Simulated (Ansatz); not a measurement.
TiSi in Ansatz: the effect of functional

TiSi:

```
Ti Si
1.0
     1.82821   -2.13165    0.00000
     1.82821    2.13165    0.00000
     0.00000    0.00000    3.82913
Ti Si
1 1
Direct
  0.50000 0.50000 0.00000
  0.00000 0.00000 0.50000
```

The cell comes from a database or a generator and needn't be the stable form of this composition.

The cell isn't the ideal one: volume scaled by 1.02.

Alike in all runs:

| Property | Result |
| --- | --- |
| Program | Ansatz 0.2.0 |
| Task | single point |
| Potentials or basis | Ansatz PAW |
| k mesh | 10 × 10 × 7 |
| Occupations | fermi-dirac, width 0.05 eV |
| Spin | no spin polarisation |

```csv
functional,cutoff,pressure (GPa)
LDA,420 eV (not typed: the program's choice for these potentials),-10.2
PBEsol,420 eV (not typed: the program's choice for these potentials),-6.8
r2SCAN,500 eV (not typed: the program's choice for these potentials),?
```

Question: What does the run with functional r2SCAN give?

Answer: Pressure -4.4 GPa.

Caveats: the PAW data sets come from PBE, with cores solved anew for the run's functional, which leaves a small shift of forces and pressure.
